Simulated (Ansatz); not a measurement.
**InSb: pressure against volume**

One table from this session's results is given with a row withheld; the runs are named, their logs left out.

Method: DFT PBE, scalar-relativistic, in Ansatz 0.2.0.

## The system as given

It takes space group F-43m (No. 216, cubic). The conventional cell has a = 6.478 Å, b = 6.478 Å, c = 6.478 Å, α = 90.00°, β = 90.00°, γ = 90.00°. Around In (site symmetry -43m) lie 4 Sb at 2.81 Å. Sb (site symmetry -43m) has 4 In at 2.81 Å as nearest neighbours.

Structure file:

```
In Sb
1.0
     0.00000    3.23910    3.23910
     3.23910    0.00000    3.23910
     3.23910    3.23910    0.00000
In Sb
1 1
Direct
  0.00000 0.00000 0.00000
  0.75000 0.75000 0.75000
```

Atoms are numbered in the order of the input: In1, Sb2.

The first run:

File input.yaml:

```yaml
crystal:
  lattice:
    - [0.0, 3.1729773647, 3.1729773647]
    - [3.1729773647, 0.0, 3.1729773647]
    - [3.1729773647, 3.1729773647, 0.0]
  atoms:
    - { symbol: In, position: [0.0, 0.0, 0.0] }
    - { symbol: Sb, position: [0.75, 0.75, 0.75] }
kpoints:
  mp_grid: { grid: [10, 10, 10] }
  band_path:
    path:
      - [0.0, 0.0, 0.0]
      - [-0.5, -0.5, 0.0]
      - [-0.375, -0.375, 0.25]
      - [-0.375, 0.0, 0.375]
      - [0.0, 0.0, 0.0]
      - [0.0, 0.0, 0.5]
      - [-0.5, -0.25, 0.25]
      - [-0.5, -0.5, 0.0]
    npoints: 5
scf:
  occupations: { method: fermi_dirac, width: 0.03 }
hamiltonian:
  xc: pbe
  pseudopotentials: { kind: all_electron, lapw: { basis_error: 0.00025 } }
output:
  forces: true
  stress: true
  eigenvalues: true
```

Started as:

```
ansatz run input.yaml --threads 1 --pin off --max-ram 3072MiB --backend cpu --events-out ev --progress --plain --runs-dir out
```

Among the steps run: Volume × 0.94, LAPW; Volume × 0.94, PAW; Volume × 0.94, crystal datasets; Volume × 0.98, LAPW; Volume × 0.98, PAW; Volume × 0.98, crystal datasets; Volume × 1.01, LAPW; Volume × 1.01, PAW; Volume × 1.01, crystal datasets; Volume × 1.04, LAPW; Volume × 1.04, PAW; Volume × 1.04, crystal datasets.

One table of the session follows, with a row left open; its other results are not shown here.

| method | volume (Å³/atom) | pressure (GPa) |
| --- | --- | --- |
| LAPW | 31.945 | 6.78 |
| LAPW | 33.304 | 4.24 |
| LAPW | 34.324 | 2.65 |
| LAPW | 35.343 | 1.30 |
| PAW | 31.945 | 6.78 |
| PAW | 33.304 | 4.23 |
| PAW | 34.324 | ? |
| PAW | 35.343 | 1.30 |
| crystal datasets | 31.945 | 6.78 |
| crystal datasets | 33.304 | 4.24 |
| crystal datasets | 34.324 | 2.65 |
| crystal datasets | 35.343 | 1.30 |

Estimate the missing values for PAW, 34.324.

**Answer.** pressure (GPa): 2.64. In the column «pressure (GPa)» it lies between crystal datasets, 35.343 (1.30) and LAPW, 34.324 (2.65).

Limits of these values: Warnings in the runs' records: gradients without spin orbit, crystal datasets made.
